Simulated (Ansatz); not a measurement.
Runs of Ansatz 0.2.0 on HfC. Symmetry: P6_3/mmc, No. 194, hexagonal system. Conventional cell: a = 3.343 Å, b = 3.343 Å, c = 5.203 Å, α = 90.00°, β = 90.00°, γ = 120.00°. Hf (site symmetry -6m2) is surrounded by 6 C at 2.33 Å. C (site symmetry -3m) has 6 Hf at 2.33 Å and 2 C at 2.60 Å as nearest neighbours. The cell comes from a database or a generator and needn't be the stable form of this composition.

| task | level | cell | points for each segment of the path | gap on the mesh (eV) | pressure (GPa) | relaxed volume (Å³/atom) |
| --- | --- | --- | --- | --- | --- | --- |
| relaxation of cell and atoms | HSE06 | relaxed | - | none | 0.0 | 12.43 |
| band structure | HSE06 | as given | 4 | none | (a) | - |
| relaxation of cell and atoms | PBE0 | relaxed | - | none | 0.0 | 12.43 |
| single point | PBE0 | as given | - | none | -3.3 | - |

Alike in all rows: potentials or basis Ansatz PAW; no spin polarisation; k mesh 6 × 6 × 4; cutoff (eV) 420; smearing fermi-dirac 0.05 eV; the mesh is coarse, so values aren't converged.

Task: Estimate the missing entries.

Result: (a) -3.2.

Caveats: all runs use coarse meshes; the PAW data sets come from PBE, with cores solved anew for the run's functional, which leaves a small shift of forces and pressure; the plane-wave basis is chosen anew once the cell has moved, so the energies of steps on either side of that aren't comparable (some runs); the thresholds are loose for stress (some runs); spin-orbit coupling is left out, which moves the levels of the heavy elements (some runs).

A k mesh can miss the band edges, and the runs leave out spin-orbit coupling on Hf.

A gap of «none» marks a metal or a gap under the smearing width.
